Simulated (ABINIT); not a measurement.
# MoS2 (R-3m) in ABINIT: single point with RPBE

Aim: the single point of MoS2 with RPBE.

Everything below comes from runs of ABINIT 10.8.3 (patched build). Logs are shortened: lines on timing, memory, paths and dates and some standing lists are left out, and cuts for length are marked. The log counts tension as positive stress, the text compression.

## Step 1: The crystal as given

It takes space group R-3m (No. 166, trigonal). The conventional cell has a = 3.171 Å, b = 3.171 Å, c = 18.345 Å, α = 90.00°, β = 90.00°, γ = 120.00°. Around Mo (site symmetry -3m) lie 6 S at 2.39 Å. S (site symmetry 3m) has 3 Mo at 2.39 Å as nearest neighbours.

Measurements of this composition are mostly on another form, of space group No. 194.

## Step 2: Single point, RPBE

The input, run.abi:

```
pp_dirpath "./"
pseudos "42_Mo_14_2.0_2.6_pbe_n_v1.0.psp8, 16_S_6_1.8_1.9_pbe_n_v1.0.psp8"

acell 3*1.0
rprim
     2.9961613186     1.7298345453    11.5556719451
    -2.9961613186     1.7298345453    11.5556719451
     0.0000000000    -3.4596690906    11.5556719451
ntypat 2
znucl 42 16
natom 3
typat 1 2 2
xred
     0.0000000000     0.0000000000     0.0000000000
     0.7500000000     0.7500000000     0.7500000000
     0.2500000000     0.2500000000     0.2500000000

ecut 598.650497 eV

kptopt 1
ngkpt 8 8 8
nshiftk 1
shiftk 0.0 0.0 0.0

ixc 15

nband 17
occopt 3
tsmear 0.05 eV

nstep 100
tolvrs 1.0e-10

iomode 3
prtwf 0
prtden 0
prteig 0
prtebands 0
```

Potentials or basis: SPMS NC PBE v1.0.

Run with:

```console
$ abinit run.abi > log 2>&1
```

run.abo:

```text
.Version 10.8.3 of ABINIT
 Symmetries : space group R-3 m (#166); Bravais hR (rhombohedral)
================================================================================
 Values of the parameters that define the memory need of the present run
     intxc =       0    ionmov =       0      iscf =       7    lmnmax =       6
     lnmax =       6     mgfft =      54  mpssoang =       3    mqgrid =    3001
     natom =       3  nloc_mem =       1    nspden =       1   nspinor =       1
    nsppol =       1      nsym =      12    n1xccc =    2501    ntypat =       2
    occopt =       3   xclevel =       2
       mpw =        1788          nfft =      157464          nkpt =          65
================================================================================
================================================================================

--------------------------------------------------------------------------------
------------- Echo of variables that govern the present computation ------------
--------------------------------------------------------------------------------
 -outvars: echo values of preprocessed input variables --------
            acell      1.0000000000E+00  1.0000000000E+00  1.0000000000E+00 Bohr
              amu      9.59400000E+01  3.20660000E+01
             ecut      2.20000000E+01 Hartree
                       outvar_i_n : Printing only first  50 k-points.
              ixc          15
                       outvar_i_n : Printing only first  50 k-points.
         kptrlatt        8    0    0      0    8    0      0    0    8
          kptrlen      4.79385811E+01
            natom           3
            nband          17
            ngfft          54      54      54
             nkpt          65
            nstep         100
             nsym          12
           ntypat           2
                       prtocc : prtvol=0, do not print more k-points.
           occopt           3
           prtden           0
        prtebands           0
           prteig           0
            prtwf           0
            rprim      2.9961613186E+00  1.7298345453E+00  1.1555671945E+01
                      -2.9961613186E+00  1.7298345453E+00  1.1555671945E+01
                       0.0000000000E+00 -3.4596690906E+00  1.1555671945E+01
          spgroup         166
           tolvrs      1.00000000E-10
           tsmear      1.83746611E-03 Hartree
            typat      1  2  2
                       outvars : Printing only first  50 k-points.
           xangst      0.0000000000E+00  0.0000000000E+00  0.0000000000E+00
                      -1.1727542031E-16 -2.9375236163E-16  1.3758746053E+01
                      -2.9262473990E-17 -1.5872348070E-17  4.5862486844E+00
            xcart      0.0000000000E+00  0.0000000000E+00  0.0000000000E+00
                      -2.2161842568E-16 -5.5511151231E-16  2.6000261876E+01
                      -5.5298061608E-17 -2.9994390827E-17  8.6667539588E+00
             xred      0.0000000000E+00  0.0000000000E+00  0.0000000000E+00
                       7.5000000000E-01  7.5000000000E-01  7.5000000000E-01
                       2.5000000000E-01  2.5000000000E-01  2.5000000000E-01
            znucl       42.00000   16.00000

================================================================================

 chkinp: Checking input parameters for consistency.

================================================================================
== DATASET  1 ==================================================================

--- !DatasetInfo
iteration_state: {dtset: 1, }
dimensions: {natom: 3, nkpt: 65, mband: 17, nsppol: 1, nspinor: 1, nspden: 1, mpw: 1788, }
cutoff_energies: {ecut:  22.0, pawecutdg:  -1.0, }
electrons: {nelect:   2.60000000E+01, charge:   0.00000000E+00, occopt:   3.00000000E+00, tsmear:   1.83746611E-03, }
meta: {optdriver: 0, ionmov: 0, optcell: 0, iscf: 7, paral_kgb: 0, }
...

 Exchange-correlation functional for the present dataset will be:
  GGA: RPBE functional - ixc=15
  Hammer, L. B. Hansen, and J. K. Norskov, PRB 59, 7413 (1999)

 Real(R)+Recip(G) space primitive vectors, cartesian coordinates (Bohr,Bohr^-1):
 R(1)=  2.9961613  1.7298345 11.5556719  G(1)=  0.1668802  0.0963483  0.0288459
 R(2)= -2.9961613  1.7298345 11.5556719  G(2)= -0.1668802  0.0963483  0.0288459
 R(3)=  0.0000000 -3.4596691 11.5556719  G(3)=  0.0000000 -0.1926967  0.0288459
 Unit cell volume ucvol=  3.5934881E+02 bohr^3
 Angles (23,13,12)=  2.87642052E+01  2.87642052E+01  2.87642052E+01 degrees

 getcut: wavevector=  0.0000  0.0000  0.0000  ngfft=  54  54  54
         ecut(hartree)=     22.000   => boxcut(ratio)=   2.12116

--- Pseudopotential description ------------------------------------------------
- pspini: atom type   1  psp file is ./42_Mo_14_2.0_2.6_pbe_n_v1.0.psp8
    8   11    2    4       600   0.00000      pspcod,pspxc,lmax,lloc,mmax,r2well
    5.99000000000000    3.00000000000000    0.00000000000000   rchrg,fchrg,qchrg
     nproj     2     2     2
     extension_switch     1

- pspini: atom type   2  psp file is ./16_S_6_1.8_1.9_pbe_n_v1.0.psp8
    8   11    2    4       600   0.00000      pspcod,pspxc,lmax,lloc,mmax,r2well
    5.99000000000000    6.00000000000000    0.00000000000000   rchrg,fchrg,qchrg
     nproj     2     2     2
     extension_switch     1

   7.48972727E+02                                ecore*ucvol(ha*bohr**3)
--------------------------------------------------------------------------------

================================================================================

--- !BeginCycle
iteration_state: {dtset: 1, }
solver: {iscf: 7, nstep: 100, nline: 4, wfoptalg: 0, }
tolerances: {tolvrs: 1.00E-10, }
...

     iter   Etot(hartree)      deltaE(h)  residm     vres2
 ETOT  1  -91.946946500180    -9.195E+01 9.115E-02 3.328E+03
 ETOT  2  -90.819859668609     1.127E+00 7.308E-02 2.898E+04
 ETOT  3  -92.185982761920    -1.366E+00 8.359E-03 4.431E+01
 ETOT  4  -92.187768176422    -1.785E-03 3.628E-03 3.590E+00
 ETOT  5  -92.188129697446    -3.615E-04 9.293E-04 5.426E-01
 ETOT  6  -92.188143136405    -1.344E-05 6.990E-04 9.803E-02
 ETOT  7  -92.188146223690    -3.087E-06 1.449E-04 2.597E-03
 ETOT  8  -92.188146277021    -5.333E-08 1.006E-04 7.625E-05
 ETOT  9  -92.188146278507    -1.486E-09 2.152E-05 3.137E-06
 ETOT 10  -92.188146278558    -5.102E-11 2.408E-05 3.905E-07
 ETOT 11  -92.188146278572    -1.469E-11 5.996E-06 7.180E-09
 ETOT 12  -92.188146278570     2.629E-12 1.819E-05 6.847E-11

 At SCF step   12       vres2   =  6.85E-11 < tolvrs=  1.00E-10 =>converged.

 Cartesian components of stress tensor (hartree/bohr^3)
  sigma(1 1)= -3.10720805E-04  sigma(3 2)=  0.00000000E+00
  sigma(2 2)= -3.10720814E-04  sigma(3 1)=  0.00000000E+00
  sigma(3 3)= -4.38011906E-04  sigma(2 1)=  0.00000000E+00

--- !ResultsGS
iteration_state: {dtset: 1, }
comment   : Summary of ground state results
lattice_vectors:
- [  2.9961613,   1.7298345,  11.5556719, ]
- [ -2.9961613,   1.7298345,  11.5556719, ]
- [  0.0000000,  -3.4596691,  11.5556719, ]
lattice_lengths: [  12.06246,   12.06246,   12.06246, ]
lattice_angles: [ 28.764,  28.764,  28.764, ] # degrees, (23, 13, 12)
lattice_volume:   3.5934881E+02
convergence: {deltae:  2.629E-12, res2:  6.847E-11, residm:  1.819E-05, diffor: null, }
etotal    :  -9.21881463E+01
entropy   :   0.00000000E+00
fermie    :   3.38066580E-01
cartesian_stress_tensor: # hartree/bohr^3
- [ -3.10720805E-04,   0.00000000E+00,   0.00000000E+00, ]
- [  0.00000000E+00,  -3.10720814E-04,   0.00000000E+00, ]
- [  0.00000000E+00,   0.00000000E+00,  -4.38011906E-04, ]
pressure_GPa:   1.0390E+01
xred      :
- [  0.0000E+00,   0.0000E+00,   0.0000E+00, Mo]
- [  7.5000E-01,   7.5000E-01,   7.5000E-01,  S]
- [  2.5000E-01,   2.5000E-01,   2.5000E-01,  S]
cartesian_forces: # hartree/bohr
- [ -6.16988127E-18,  -3.56560442E-18,   1.15648232E-18, ]
- [ -3.92458335E-18,  -4.75747334E-19,   1.98271851E-02, ]
- [  1.00944646E-17,   4.04135175E-18,  -1.98271851E-02, ]
force_length_stats: {min:   7.21930891E-18, max:   1.98271851E-02, mean:   1.32181234E-02, }
...

 Integrated electronic density in atomic spheres:
 ------------------------------------------------
 Atom  Sphere_radius  Integrated_density
    1        2.00000         10.52105546
    2        2.00000          3.97208637
    3        2.00000          3.97208637
================================================================================

 ----iterations are completed or convergence reached----

 Mean square residual over all n,k,spin=   19.741E-09; max=  18.194E-06
 reduced coordinates (array xred) for    3 atoms
       0.000000000000      0.000000000000      0.000000000000
       0.750000000000      0.750000000000      0.750000000000
       0.250000000000      0.250000000000      0.250000000000
 rms dE/dt=  1.8707E-01; max dE/dt=  2.2912E-01; dE/dt below (all hartree)
    1       0.000000000000      0.000000000000      0.000000000000
    2      -0.229116446765     -0.229116446765     -0.229116446765
    3       0.229116446765      0.229116446765      0.229116446765

 cartesian coordinates (angstrom) at end:
    1      0.00000000000000     0.00000000000000     0.00000000000000
    2     -0.00000000000000    -0.00000000000000    13.75874605320655
    3     -0.00000000000000    -0.00000000000000     4.58624868440218

 cartesian forces (hartree/bohr) at end:
    1     -0.00000000000000    -0.00000000000000     0.00000000000000
    2     -0.00000000000000    -0.00000000000000     0.01982718511339
    3      0.00000000000000     0.00000000000000    -0.01982718511339
 frms,max,avg= 9.3466247E-03 1.9827185E-02   0.000E+00  0.000E+00  0.000E+00 h/b

 cartesian forces (eV/Angstrom) at end:
    1     -0.00000000000000    -0.00000000000000     0.00000000000000
    2     -0.00000000000000    -0.00000000000000     1.01955485145797
    3      0.00000000000000     0.00000000000000    -1.01955485145797
 frms,max,avg= 4.8062277E-01 1.0195549E+00   0.000E+00  0.000E+00  0.000E+00 e/A
 length scales=  1.000000000000  1.000000000000  1.000000000000 bohr
              =  0.529177210544  0.529177210544  0.529177210544 angstroms
 Fermi (or HOMO) energy (hartree) =   0.33807   Average Vxc (hartree)=  -0.39694
 Eigenvalues (hartree) for nkpt=  65  k points:
 kpt#   1, nband= 17, wtk=  0.00195, kpt=  0.0000  0.0000  0.0000 (reduced coord)
  -1.93275   -0.98014   -0.97756   -0.97756   -0.22048   -0.16104    0.07933    0.18295
   0.18295    0.27182    0.29413    0.30012    0.30012    0.32745    0.32745    0.46102
   0.46102
      occupation numbers for kpt#   1
   2.00000    2.00000    2.00000    2.00000    2.00000    2.00000    2.00000    2.00000
   2.00000    2.00000    2.00000    2.00000    2.00000    1.99383    1.99383    0.00000
   0.00000
 prteigrs : prtvol=0 or 1, do not print more k-points.

--- !EnergyTerms
iteration_state     : {dtset: 1, }
comment             : Components of total free energy in Hartree
kinetic             :  2.89023722062592E+01
hartree             :  2.72346272714779E+01
xc                  : -1.65694204860232E+01
Ewald energy        : -5.96419471150929E+01
psp_core            :  2.08424990608123E+00
local_psp           : -8.91188990210069E+01
non_local_psp       :  1.49214139235661E+01
internal            : -9.21876033147386E+01
'-kT*entropy'       : -5.42963831317437E-04
total_energy        : -9.21881462785699E+01
total_energy_eV     : -2.50856725568716E+03
band_energy         : -7.61907137661004E+00
...

 Cartesian components of stress tensor (hartree/bohr^3)
  sigma(1 1)= -3.10720805E-04  sigma(3 2)=  0.00000000E+00
  sigma(2 2)= -3.10720814E-04  sigma(3 1)=  0.00000000E+00
  sigma(3 3)= -4.38011906E-04  sigma(2 1)=  0.00000000E+00

-Cartesian components of stress tensor (GPa)         [Pressure=  1.0390E+01 GPa]
- sigma(1 1)= -9.14172169E+00  sigma(3 2)=  0.00000000E+00
- sigma(2 2)= -9.14172196E+00  sigma(3 1)=  0.00000000E+00
- sigma(3 3)= -1.28867552E+01  sigma(2 1)=  0.00000000E+00

== END DATASET(S) ==============================================================
================================================================================

 -outvars: echo values of variables after computation  --------
            acell      1.0000000000E+00  1.0000000000E+00  1.0000000000E+00 Bohr
           etotal     -9.2188146279E+01
            fcart     -6.1698812723E-18 -3.5656044152E-18  1.1564823173E-18
                      -3.9245833549E-18 -4.7574733380E-19  1.9827185113E-02
                       1.0094464627E-17  4.0413517490E-18 -1.9827185113E-02
            rprim      2.9961613186E+00  1.7298345453E+00  1.1555671945E+01
                      -2.9961613186E+00  1.7298345453E+00  1.1555671945E+01
                       0.0000000000E+00 -3.4596690906E+00  1.1555671945E+01
           strten     -3.1072080454E-04 -3.1072081388E-04 -4.3801190556E-04
                       0.0000000000E+00  0.0000000000E+00  0.0000000000E+00
           xangst      0.0000000000E+00  0.0000000000E+00  0.0000000000E+00
                      -1.1727542031E-16 -2.9375236163E-16  1.3758746053E+01
                      -2.9262473990E-17 -1.5872348070E-17  4.5862486844E+00
             xred      0.0000000000E+00  0.0000000000E+00  0.0000000000E+00
                       7.5000000000E-01  7.5000000000E-01  7.5000000000E-01
                       2.5000000000E-01  2.5000000000E-01  2.5000000000E-01
 Calculation completed.
```

It took 3.2 min on 1 thread of Arm Neoverse V2, shared host; peak memory 0.13 GiB.

Results:

| Property | Result |
| --- | --- |
| Free energy | -2508.5673 eV |
| Pressure | 10.4 GPa |
| Largest force | 1.020 eV/Å |
| Band gap on the k mesh | none (metal or under the smearing width) |
| Valence electrons inside the program's atomic spheres | Mo 10.52; S 3.97 |

Forces in eV/Å, atoms in the order of the input:
```
Mo   0.000  0.000  0.000
S    0.000  0.000  1.020
S    0.000  0.000 -1.020
```

Stress tensor (GPa, compression positive):
```
 9.14  0.00  0.00
 0.00  9.14  0.00
 0.00  0.00 12.89
```

Levels at points of the mesh, in eV from the Fermi level:
| k point | band 10 | band 11 | band 12 | band 13 | band 14 | band 15 | band 16 | band 17 |
| --- | --- | --- | --- | --- | --- | --- | --- | --- |
| (0.00, 0.00, 0.00) | -1.80 | -1.20 | -1.03 | -1.03 | -0.29 | -0.29 | 3.35 | 3.35 |
| (0.50, 0.00, 0.00) | -4.36 | -2.87 | -1.94 | -1.64 | 1.03 | 1.95 | 3.39 | 4.20 |
| (0.50, 0.50, 0.00) | -4.29 | -2.89 | -2.23 | -1.84 | 1.03 | 1.76 | 3.82 | 4.80 |
| (0.50, 0.50, 0.50) | -3.85 | -1.02 | -1.02 | -0.39 | -0.39 | -0.06 | 3.46 | 3.46 |

Caveat: the potentials were made for another functional, which shifts forces and pressure; the cell's inner coordinates are idealised or old, which leaves forces on the atoms.
